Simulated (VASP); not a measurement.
# CuI (Pm-3n) in VASP: single point with PBE

Aim: the single point of CuI with PBE.

Program: VASP 6.6.1. These are calculated values, not measurements. Logs are shortened: lines on timing, memory, paths and dates and some standing lists are left out, and cuts for length are marked.

### Step 1. The structure

The structure is cubic, space group Pm-3n (No. 223). The conventional cell has a = 7.515 Å, b = 7.515 Å, c = 7.515 Å, α = 90.00°, β = 90.00°, γ = 90.00°. Cu (site symmetry -4m2) has 4 I at 2.66 Å as nearest neighbours. I (site symmetry -4m2) has 4 Cu at 2.66 Å as nearest neighbours.

The cell was built by a generator and needn't be a form met in nature.

### Step 2. Single point, PBE

Contents of INCAR:

```
SYSTEM = CuI
PREC = Accurate
ENCUT = 520
EDIFF = 1E-7
ISMEAR = 0
SIGMA = 0.02
LREAL = .False.
LASPH = .True.
NELM = 100
ALGO = Fast
ISIF = 2
LWAVE = .False.
LCHARG = .False.
GGA = PE
NBANDS = 66
```

Contents of KPOINTS:

```
Automatic mesh
0
Gamma
  4 4 4
  0 0 0
```

Contents of POSCAR:

```
CuI
1.0
    7.5145651900      0.0000000000      0.0000000000
    0.0000000000      7.5145651900      0.0000000000
    0.0000000000      0.0000000000      7.5145651900
Cu I
6 6
Direct
    0.7500000000      0.5000000000      0.0000000000
    0.5000000000      0.0000000000      0.7500000000
    0.0000000000      0.7500000000      0.5000000000
    0.0000000000      0.2500000000      0.5000000000
    0.2500000000      0.5000000000      0.0000000000
    0.5000000000      0.0000000000      0.2500000000
    0.5000000000      0.7500000000      0.0000000000
    0.7500000000      0.0000000000      0.5000000000
    0.0000000000      0.5000000000      0.7500000000
    0.2500000000      0.0000000000      0.5000000000
    0.0000000000      0.5000000000      0.2500000000
    0.5000000000      0.2500000000      0.0000000000
```

Potentials or basis: VASP PAW PBE potentials, release 64 (Cu, I).

On the command line:

```sh
$ cat potpaw_PBE.64/Cu/POTCAR potpaw_PBE.64/I/POTCAR > POTCAR
$ mpirun -np 1 vasp_std > vasp.out
```

OUTCAR:

```text
SYSTEM = CuI
   PREC = Accurate
   ENCUT = 520
   EDIFF = 1E-7
   ISMEAR = 0
   LREAL = .False.
   LASPH = .True.
   NELM = 100
   ISIF = 2
   GGA = PE

 ion  position               nearest neighbor table
   1  0.750  0.500  0.000-   7 2.66   9 2.66  11 2.66  12 2.66
   2  0.500  0.000  0.750-   7 2.66   8 2.66  10 2.66  12 2.66
   3  0.000  0.750  0.500-   8 2.66   9 2.66  10 2.66  11 2.66
   4  0.000  0.250  0.500-   8 2.66   9 2.66  10 2.66  11 2.66
   5  0.250  0.500  0.000-   7 2.66   9 2.66  11 2.66  12 2.66
   6  0.500  0.000  0.250-   7 2.66   8 2.66  10 2.66  12 2.66
   7  0.500  0.750  0.000-   1 2.66   2 2.66   5 2.66   6 2.66
   8  0.750  0.000  0.500-   2 2.66   3 2.66   4 2.66   6 2.66
   9  0.000  0.500  0.750-   1 2.66   3 2.66   4 2.66   5 2.66
  10  0.250  0.000  0.500-   2 2.66   3 2.66   4 2.66   6 2.66
  11  0.000  0.500  0.250-   1 2.66   3 2.66   4 2.66   5 2.66
  12  0.500  0.250  0.000-   1 2.66   2 2.66   5 2.66   6 2.66

  LATTYP: Found a simple cubic cell.
 ALAT       =     7.5145651900

  Lattice vectors:

 A1 = (   7.5145651900,   0.0000000000,   0.0000000000)
 A2 = (   0.0000000000,   7.5145651900,   0.0000000000)
 A3 = (   0.0000000000,   0.0000000000,   7.5145651900)

Analysis of symmetry for initial positions (statically):
=====================================================================
 Subroutine PRICEL returns:
 Original cell was already a primitive cell.

 Routine SETGRP: Setting up the symmetry group for a
 simple cubic supercell.

 Subroutine GETGRP returns: Found 48 space group operations
 (whereof 24 operations were pure point group operations)
 out of a pool of 48 trial point group operations.

The static configuration has the point symmetry T_h .
 The point group associated with its full space group is O_h .

Analysis of symmetry for dynamics (positions and initial velocities):
=====================================================================
 Subroutine PRICEL returns:
 Original cell was already a primitive cell.

 Routine SETGRP: Setting up the symmetry group for a
 simple cubic supercell.

 Subroutine GETGRP returns: Found 48 space group operations
 (whereof 24 operations were pure point group operations)
 out of a pool of 48 trial point group operations.

The dynamic configuration has the point symmetry T_h .
 The point group associated with its full space group is O_h .

 Subroutine INISYM returns: Found 48 space group operations
 (whereof 24 operations are pure point group operations),
 and found     1 'primitive' translations

----------------------------------------------------------------------------------------

                                     Primitive cell

  volume of cell :     424.3377

  direct lattice vectors                    reciprocal lattice vectors
     7.514565190  0.000000000  0.000000000     0.133074899  0.000000000  0.000000000
     0.000000000  7.514565190  0.000000000     0.000000000  0.133074899  0.000000000
     0.000000000  0.000000000  7.514565190     0.000000000  0.000000000  0.133074899

  length of vectors
     7.514565190  7.514565190  7.514565190     0.133074899  0.133074899  0.133074899

  position of ions in fractional coordinates (direct lattice)
     0.750000000  0.500000000  0.000000000
     0.500000000  0.000000000  0.750000000
     0.000000000  0.750000000  0.500000000
     0.000000000  0.250000000  0.500000000
     0.250000000  0.500000000  0.000000000
     0.500000000  0.000000000  0.250000000
     0.500000000  0.750000000  0.000000000
     0.750000000  0.000000000  0.500000000
     0.000000000  0.500000000  0.750000000
     0.250000000  0.000000000  0.500000000
     0.000000000  0.500000000  0.250000000
     0.500000000  0.250000000  0.000000000

  ion indices of the primitive-cell ions
   primitive index   ion index
                 1           1
                 2           2
                 3           3
                 4           4
                 5           5
                 6           6
                 7           7
                 8           8
                 9           9
                10          10
                11          11
                12          12

----------------------------------------------------------------------------------------

 KPOINTS: Automatic mesh

Automatic generation of k-mesh.
 Grid dimensions read from file:
 generate k-points for:    4    4    4

 Generating k-lattice:

  Cartesian coordinates                     Fractional coordinates (reciprocal lattice)
     0.033268725  0.000000000  0.000000000     0.250000000  0.000000000  0.000000000
     0.000000000  0.033268725  0.000000000     0.000000000  0.250000000  0.000000000
     0.000000000  0.000000000  0.033268725     0.000000000  0.000000000  0.250000000

  Length of vectors
     0.033268725  0.033268725  0.033268725

  Shift w.r.t. Gamma in fractional coordinates (k-lattice)
     0.000000000  0.000000000  0.000000000

 Subroutine IBZKPT returns following result:
 ===========================================

 Found     10 irreducible k-points:

 Following reciprocal coordinates:
            Coordinates               Weight
  0.000000  0.000000  0.000000      1.000000
  0.250000  0.000000  0.000000      6.000000
  0.500000  0.000000  0.000000      3.000000
  0.250000  0.250000  0.000000     12.000000
  0.500000  0.250000  0.000000     12.000000
  0.500000  0.500000  0.000000      3.000000
  0.250000  0.250000  0.250000      8.000000
  0.500000  0.250000  0.250000     12.000000
  0.500000  0.500000  0.250000      6.000000
  0.500000  0.500000  0.500000      1.000000
   k-points           NKPTS =     10   k-points in BZ     NKDIM =     10   number of bands    NBANDS=     66
   number of dos      NEDOS =    301   number of ions     NIONS =     12
   total plane-waves  NPLWV = 175616
   dimension x,y,z NGX =    56 NGY =   56 NGZ =   56
   dimension x,y,z NGXF=   112 NGYF=  112 NGZF=  112
   ions per type =               6   6
   NGX,Y,Z   is equivalent  to a cutoff of  12.39, 12.39, 12.39 a.u.
   NGXF,Y,Z  is equivalent  to a cutoff of  24.78, 24.78, 24.78 a.u.
 SYSTEM =  CuI
   PREC   = accura    normal or accurate (medium, high low for compatibility)
   ISTART =      0    job   : 0-new  1-cont  2-samecut
   ICHARG =      2    charge: 1-file 2-atom 10-const
   ISPIN  =      1    spin polarized calculation?
   LNONCOLLINEAR =      F non collinear calculations
   LSORBIT =      F    spin-orbit coupling
   LASPH  =      T    aspherical Exc in radial PAW
   ENCUT  =  520.0 eV  38.22 Ry    6.18 a.u.  13.97 13.97 13.97*2*pi/ulx,y,z
   NELM   =    100;   NELMIN=  2; NELMDL= -5     # of ELM steps
   EDIFF  = 0.1E-06   stopping-criterion for ELM
   LREAL  =      F    real-space projection
   EDIFFG = 0.1E-05   stopping-criterion for IOM
   NSW    =      0    number of steps for IOM
   IBRION =     -1    ionic relax: 0-MD 1-quasi-New 2-CG
   NFREE  =      0    steps in history (QN), initial steepest desc. (CG)
   ISIF   =      2    stress and relaxation
   ISYM   =      2    0-nonsym 1-usesym 2-fastsym
   POTIM  = 0.5000    time-step for ionic-motion
   TEBEG  =    0.0;   TEEND  =   0.0 temperature during run
   PSTRESS=    0.0 pullay stress
   NELECT =     108.0000    total number of electrons
   NUPDOWN=      -1.0000    fix difference up-down
   EMIN   =  10.00;   EMAX   =-10.00  energy-range for DOS
   EFERMI =   0.00;   METHOD = LEGACY
   ISMEAR =     0;   SIGMA  =   0.02  broadening in eV -4-tet -1-fermi 0-gaus
   EFERMI_NEDOS =   21; number of points for ismear=-14 and -15
   IALGO  =     68    algorithm
   IMIX   =      4    mixing-type and parameters
     AMIX     =   0.40;   BMIX     =  1.00
     AMIX_MAG =   1.60;   BMIX_MAG =  1.00
  volume/ion in A,a.u.               =      35.36       238.63
  Fermi-wavevector in a.u.,A,eV,Ry     =   1.037478  1.960549 14.644775  1.076361
  Thomas-Fermi vector in A             =   2.171918
   LORBIT       =      0    0 simple, 1 ext, 2 COOP (PROOUT), +10 PAW based schemes
   GGA     = PE    functional components
   LHFCALC =     F    Hartree Fock is set to
   AEXX    =    0.0000 exact exchange contribution
   IVDW    =     0    specifies the selected vdW correction
   LEPSILON=     F    determine dielectric tensor
   LRPA    =     F    only Hartree local field effects (RPA)
 non-spin polarized calculation
 RMM-DIIS sequential band-by-band and
 Gauss-broadening in eV      SIGMA  =   0.02
  energy-cutoff  :      520.00
  volume of cell :      424.34
 maximum number of plane-waves:     11536
 NGX is ok and might be reduce to    56
   NGX = 27   NGY = 27   NGZ = 27

 number of electron     108.0000056 magnetization

 Free energy of the ion-electron system (eV)
  ---------------------------------------------------
  ext. energy  EPLUGINS =         0.00000000
  ---------------------------------------------------
  free energy    TOTEN  =       -32.43375101 eV

  energy without entropy =      -32.43375101  energy(sigma->0) =      -32.43375101

 E-fermi :   2.6225     XC(G=0):  -7.5528

 val. band max:        2.4918110523   @ k =   0.0000   0.0000   0.0000
 cond. band min:       3.7055099223   @ k =   0.0000   0.0000   0.0000
 fundamental gap:      1.2136988699
 Fermi energy:         2.6224753772

 k-point     1 :       0.0000    0.0000    0.0000
  band No.  band energies     occupation
      1     -11.3244      2.00000
      2     -10.9996      2.00000
      3     -10.9996      2.00000
      4     -10.5380      2.00000
      5     -10.5380      2.00000
      6     -10.5380      2.00000
[... 58 lines left out ...]
     65       7.4442      0.00000
     66       8.0339      0.00000

 k-point     2 :       0.2500    0.0000    0.0000
  band No.  band energies     occupation
      1     -11.2732      2.00000
      2     -11.0436      2.00000
      3     -10.9468      2.00000
      4     -10.6223      2.00000
      5     -10.5379      2.00000
      6     -10.5379      2.00000
[... 610 lines left out ...]
     65       6.6629      0.00000
     66       6.6629      0.00000

------------------------ aborting loop because EDIFF is reached ----------------------------------------

  FORCE on cell =-STRESS in cart. coord.  units (eV):
  Direction    XX          YY          ZZ          XY          YZ          ZX
  --------------------------------------------------------------------------------------
  -------------------------------------------------------------------------------------
  Total       -0.0306892     -0.0306892     -0.0306892      0.0000000     -0.0000000      0.0000000
  in kB       -0.1158737     -0.1158737     -0.1158737      0.0000000     -0.0000000      0.0000000
  external PRESSURE =      -0.1158737 kB  Pullay stress =       0.0000000 kB

 VOLUME and BASIS-vectors are now :
 -----------------------------------------------------------------------------
  energy-cutoff  :      520.00
  volume of cell :      424.34
      direct lattice vectors                 reciprocal lattice vectors
     7.514565190  0.000000000  0.000000000     0.133074899  0.000000000  0.000000000
     0.000000000  7.514565190  0.000000000     0.000000000  0.133074899  0.000000000
     0.000000000  0.000000000  7.514565190     0.000000000  0.000000000  0.133074899

 POSITION                                       TOTAL-FORCE (eV/Angst)
 -----------------------------------------------------------------------------------
      5.63592      3.75728      0.00000        -0.000000     -0.000000      0.000000
      3.75728      0.00000      5.63592         0.000000      0.000000     -0.000000
      0.00000      5.63592      3.75728        -0.000000     -0.000000     -0.000000
      0.00000      1.87864      3.75728        -0.000000      0.000000      0.000000
      1.87864      3.75728      0.00000         0.000000      0.000000     -0.000000
      3.75728      0.00000      1.87864         0.000000      0.000000      0.000000
      3.75728      5.63592      0.00000         0.000000      0.000000     -0.000000
      5.63592      0.00000      3.75728        -0.000000      0.000000     -0.000000
      0.00000      3.75728      5.63592         0.000000      0.000000      0.000000
      1.87864      0.00000      3.75728         0.000000      0.000000      0.000000
      0.00000      3.75728      1.87864         0.000000      0.000000     -0.000000
      3.75728      1.87864      0.00000         0.000000     -0.000000      0.000000
 -----------------------------------------------------------------------------------
    total drift:                                0.000000     -0.000000     -0.000000

  FREE ENERGIE OF THE ION-ELECTRON SYSTEM (eV)
  ---------------------------------------------------
  free  energy   TOTEN  =       -32.4337510112 eV

  energy  without entropy=      -32.4337510112  energy(sigma->0) =      -32.43375101
```

It took 11 min on 1 thread of Intel Xeon Platinum 8559C (Emerald Rapids), shared host; peak memory 0.55 GiB.

Results:

```
Free energy            : -32.4338 eV
Pressure               : 0.0 GPa
Band gap on the k mesh : 1.21 eV, direct
```

Levels at points of the mesh, in eV from the valence-band top:
```tsv
k point	band 51	band 52	band 53	band 54	band 55	band 56	band 57	band 58
(0.00, 0.00, 0.00)	-1.04	0.00	0.00	0.00	1.21	2.31	2.31	2.31
(0.50, 0.00, 0.00)	-0.59	-0.59	-0.16	-0.16	2.23	2.23	2.76	2.76
(0.50, 0.50, 0.00)	-0.74	-0.68	-0.68	-0.20	2.73	2.73	2.75	2.99
(0.50, 0.50, 0.50)	-0.91	-0.91	-0.91	-0.91	3.52	3.52	3.52	3.52
```

Caveat: spin-orbit coupling is left out, which moves the levels of the heavy elements. A hybrid or GW would open this gap; PBE tends to underestimate it.
